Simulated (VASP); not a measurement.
VASP 6.6.1 run: KCl

INCAR

```
SIGMA = 0.02
IBRION = -1
NSW = 0
LASPH = .TRUE.
ISIF = 2
ENCUT = 520
LCHARG = .FALSE.
GGA = PE
NBANDS = 15
ISMEAR = -1
LREAL = Auto
PREC = Accurate
EDIFF = 1E-7
LWAVE = .FALSE.
NELM = 81
```

KPOINTS

```
KPOINTS created by Atomic Simulation Environment
0
Gamma
6 6 6
0 0 0
```

POSCAR

```
K  Cl
 1.0000000000000000
    -0.0519077859000000    3.4553750464999999    3.4553750464999999
     3.4553750464999999   -0.0519077859000000    3.4553750464999999
     3.4553750464999999    3.4553750464999999   -0.0519077859000000
 K   Cl
   1   1
Cartesian
 -0.0123186203254604 -0.0123186203254604 -0.0123186203254604
  1.7270291971004603  1.7270291971004603  1.7270291971004603
```

The recommended PBE PAW datasets give the neutral cell 16 valence electrons.

Command

```
mpirun -np 1 vasp_std
```

Q: How does this run end, and what does it give?

A: It converged. Results: gap between bands v and c on the k mesh 4.81 eV; least direct gap on the k mesh 4.84 eV; pressure 0.6 GPa. Band v is the last that the valence electrons fill when counted band by band, and c is the next.

OSZICAR

```
N       E                     dE             d eps       ncg     rms          rms(c)
DAV:   1     0.101472392820E+03    0.10147E+03   -0.66228E+03   960   0.904E+02
DAV:   2     0.801083909623E+00   -0.10067E+03   -0.92623E+02  1243   0.223E+02
DAV:   3    -0.676106484001E+01   -0.75621E+01   -0.75235E+01  1324   0.540E+01
DAV:   4    -0.708641239329E+01   -0.32535E+00   -0.32522E+00  1614   0.988E+00
DAV:   5    -0.708833856416E+01   -0.19262E-02   -0.19261E-02  1331   0.838E-01    0.357E+00
DAV:   6    -0.662441796777E+01    0.46392E+00   -0.69720E-01  1233   0.377E+00    0.278E+00
DAV:   7    -0.658433514895E+01    0.40083E-01   -0.18898E-01  1310   0.214E+00    0.168E+00
DAV:   8    -0.660764830460E+01   -0.23313E-01   -0.29736E-02  1244   0.116E+00    0.323E-01
DAV:   9    -0.660948122135E+01   -0.18329E-02   -0.19651E-03  1247   0.241E-01    0.170E-01
DAV:  10    -0.661216620540E+01   -0.26850E-02   -0.19635E-03   974   0.267E-01    0.348E-02
DAV:  11    -0.661220176963E+01   -0.35564E-04   -0.58632E-05  1248   0.523E-02    0.777E-03
DAV:  12    -0.661221382779E+01   -0.12058E-04   -0.10840E-05   988   0.266E-02    0.881E-03
DAV:  13    -0.661221445447E+01   -0.62669E-06   -0.26596E-06  1275   0.122E-02    0.264E-03
DAV:  14    -0.661221440315E+01    0.51317E-07   -0.15538E-07  1119   0.286E-03
   1 F= -.66122144E+01 E0= -.66122144E+01  d E =-.882267E-12
```

Standard output (part)

```
POSCAR found type information on POSCAR K Cl
 POSCAR found :  2 types and       2 ions
|     You have a (more or less) 'small supercell' and for smaller cells       |
|     it is recommended to use the reciprocal-space projection scheme!        |
|     The real-space optimization is not efficient for small cells and it     |
|     is also less accurate ...                                               |
|     Therefore, set LREAL=.FALSE. in the INCAR file.                         |
 LDA part: xc-table for (Slater+PW92), standard interpolation
 POSCAR, INCAR and KPOINTS ok, starting setup
 WAVECAR not read
 entering main loop
```

For comparison, a separate PBE run of the intended cell, on usual settings and not on those above, gives a gap of 4.81 eV on its mesh and a pressure of 0.6 GPa.
